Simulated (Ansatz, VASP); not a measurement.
## One calculation of AlFe, two programs

```
CELL_PARAMETERS angstrom
2.93207 0.00000 0.00000
0.00000 2.93207 0.00000
0.00000 0.00000 2.86635
ATOMIC_POSITIONS crystal
Al 0.00000 0.00000 0.00000
Fe 0.50000 0.50000 0.50000
```

Change from the starting cell: z stretched by -1.5 % at fixed volume.

Alike in both runs: task single point; functional PBE; k mesh 12 × 12 × 12; occupations fermi-dirac, width 0.05 eV; collinear spin.

|  | VASP | Ansatz |
| --- | --- | --- |
| version | VASP 6.6.1 | Ansatz 0.2.0 |
| potentials or method | VASP PAW PBE potentials, release 64 (Al, Fe), cutoff 520 eV | all-electron LAPW, scalar-relativistic |

```csv
,VASP,Ansatz,Ansatz less VASP
pressure (GPa),-5.8,-5.9,-0.04
largest component of the traceless stress (GPa),1.41,1.36,-0.051
net moment per atom (μB),0.37,0.37,+0.001
size of the moment on the site where the two differ most (μB),0.79,0.80,+0.013
```

Site moments also hang on the region over which each program counts them. Ansatz ran all-electron here, so the differences hold the error of VASP's frozen core and of both bases.
